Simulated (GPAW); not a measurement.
Runs of GPAW 26.7.0 on HgSe. The structure is cubic, space group F-43m (No. 216). The conventional cell has a = 6.078 Å, b = 6.078 Å, c = 6.078 Å, α = 90.00°, β = 90.00°, γ = 90.00°. Hg (site symmetry -43m) has 4 Se at 2.63 Å as nearest neighbours. Se (site symmetry -43m) is surrounded by 4 Hg at 2.63 Å. 

| task | level | potentials or basis | spin | cell | k mesh | maxiter | band path | band points | spin axis theta (degrees) | spin axis phi (degrees) | other keys | mesh quality | gap on the mesh (eV) | pressure (GPa) |
| --- | --- | --- | --- | --- | --- | --- | --- | --- | --- | --- | --- | --- | --- | --- |
| band structure | LDA | the program's PAW data sets (release 1.2.1) made for this functional, pw | off | as given | 8 × 8 × 8 | 150 | GXWKGLUWLK,UX | 80 | - | - | - | not flagged | - | -0.1 |
| band structure | PBE | GPAW PAW data sets (gpaw-data 1.2.1), pw | SOC, no magnetisation | as given | 6 × 6 × 6 | 150 | GXWKGLUWLK,UX | 100 | 0 | 0 | - | not flagged | - | 5.1 |
| band structure | LDA | PAW data sets generated in the run's folder for this functional, pw | off | as given | 6 × 6 × 6 | 150 | GXWKGLUWLK,UX | 60 | - | - | - | not flagged | - | -0.1 |
| relaxation of cell and atoms | LDA | the program's PAW data sets (release 1.2.1) made for this functional, pw | off | relaxed | 8 × 8 × 8 | 150 | - | - | - | - | - | not flagged | none | -0.1 |
| single point | PBE | GPAW PAW data sets (gpaw-data 1.2.1), pw | off | as given | 4 × 4 × 4 | 60 | - | - | - | - | several, not listed | coarse | none | 5.4 |
| relaxation of cell and atoms | PBE | GPAW PAW data sets (gpaw-data 1.2.1), pw | off | relaxed to 2 GPa | 8 × 8 × 8 | 150 | - | - | - | - | - | not flagged | none | 2.0 |
| band structure | revPBE | the program's PAW data sets (release 1.2.1) made for this functional, pw | off | as given | 8 × 8 × 8 | 150 | GXWKGLUWLK,UX | 60 | - | - | - | not flagged | - | 6.6 |
| band structure | BLYP | PAW data sets generated in the run's folder for this functional, pw | off | as given | 8 × 8 × 8 | 150 | GXWKGLUWLK,UX | 100 | - | - | - | not flagged | - | (a) |

Alike in all rows: cutoff (eV) 600; smearing fermi-dirac 0.05 eV.

Task: Estimate the missing entries.

Result: (a) 8.6.

Caveats: some runs use coarse meshes; spin-orbit coupling is left out, which moves the levels of the heavy elements (some runs); later steps reuse the first step's grids (some runs); spin-orbit coupling was added after a scalar SCF, so levels and gaps hold it while energy, forces, pressure and moments don't (some runs); this program's spin-orbit splittings come out too wide for heavy elements (some runs); the relaxation stopped at its first step, so nothing moved (some runs).

A k mesh can miss the band edges, and rows without SOC leave out spin-orbit coupling on Hg, Se.

A gap of «none» marks a metal or a gap under the smearing width.
